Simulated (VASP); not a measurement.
# LiF (Griceite): relaxation of the atoms with LDA

LiF (Griceite):

```xyz
2
Lattice="0.0000 1.9756 1.9756 1.9756 0.0000 1.9756 1.9756 1.9756 0.0000" Properties=species:S:1:pos:R:3 pbc="T T T"
Li    0.0000    0.0000    0.0000
F     1.9756    1.9756    1.9756
```

The cell isn't the ideal one: a relaxed cell with its volume scaled by 1.04.

| Item | Value |
| --- | --- |
| Program | VASP 6.6.1 |
| Task | relaxation of the atoms |
| Functional | LDA |
| Potentials or basis | VASP PAW LDA potentials, release 64 (Li_sv, F) |
| Cutoff | 600 eV |
| k mesh | 12 × 12 × 12 |
| Occupations | gaussian, width 0.03 eV |
| Spin | no spin polarisation |
| Further INCAR settings | ALGO = Fast; EDIFF = 1e-07; IBRION = 2; EDIFFG = -0.01; NSW = 40 |

```json
{
 "Pressure after relaxing": "-3.3 GPa",
 "Band gap on the k mesh": "9.38 eV, direct"
}
```

Final structure:
```xyz
2
Lattice="0.0000 1.9756 1.9756 1.9756 0.0000 1.9756 1.9756 1.9756 0.0000" Properties=species:S:1:pos:R:3 pbc="T T T"
Li    0.0000    0.0000    0.0000
F     1.9756    1.9756    1.9756
```

Levels at points of the mesh, in eV from the valence-band top:
```
           k point  band 2  band 3  band 4  band 5  band 6  band 7  band 8  band 9
(0.00, 0.00, 0.00)  -19.73    0.00    0.00    0.00    9.38   24.29   24.42   24.47
(0.50, 0.00, 0.00)  -19.24   -2.76   -0.25   -0.25   10.67   17.07   18.86   18.86
(0.50, 0.50, 0.00)  -18.91   -3.38   -1.12   -1.12   14.96   16.29   17.86   20.43
```

It took 12 s on 1 thread of AMD EPYC 9R45 (Zen 5) (shared host), peak memory 0.09 GiB.

Caveat: the cutoff is under 1.25 times the usual one of these potentials, so pressure, stress and relaxed cells hold a basis-set (Pulay) error; the relaxation stopped at its first step, so nothing moved. A k mesh can miss the band edges.
